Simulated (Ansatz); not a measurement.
Phonons of InN (wurtzite) at Γ, M = (0.5, 0.0, 0.0), A = (0.0, 0.0, 0.5), L = (0.5, 0.0, 0.5).

InN (wurtzite)

```
CELL_PARAMETERS angstrom
      3.58053     0.00000     0.00000
     -1.79026     3.10083     0.00000
      0.00000     0.00000     5.78779
ATOMIC_POSITIONS crystal
  In 0.66667 0.33333 0.50197
  In 0.33333 0.66667 0.00197
  N  0.66667 0.33333 0.12323
  N  0.33333 0.66667 0.62323
```

These are PBE (plane waves to 420 eV, PAW, scalar-relativistic; Ansatz, a quantum-chemistry and plane-wave program) values and carry that method's errors. Harmonic phonons by density-functional perturbation theory on a 12×12×6 k mesh, in cm⁻¹ and rounded to 5; i marks imaginary ones, q is in fractions of the reciprocal vectors of the cell shown, and the three acoustic modes at Γ are left out. The program warned that its band solver left a few bands short of their tolerance. At this level the bands of InN touch or barely overlap; measurements give the solid a gap. InN was relaxed with its symmetry unable to fall.

```tsv
q	wavenumbers (cm⁻¹)
Γ	85 (×2), 215, 420, 440 (×2), 455 (×2), 540
M = (0.5, 0.0, 0.0)	80, 110, 115, 145, 195, 205, 460, 465, 490, 505, 535, 545
A = (0.0, 0.0, 0.5)	65 (×4), 150 (×2), 450 (×4), 550 (×2)
L = (0.5, 0.0, 0.5)	100 (×2), 105 (×2), 220 (×2), 475 (×4), 545 (×2)
```

The structure shows no imaginary mode at these points (lowest 65 cm⁻¹ at A = (0.0, 0.0, 0.5)); other wave vectors were not tested.

Highest mode: 550 cm⁻¹ at A = (0.0, 0.0, 0.5).
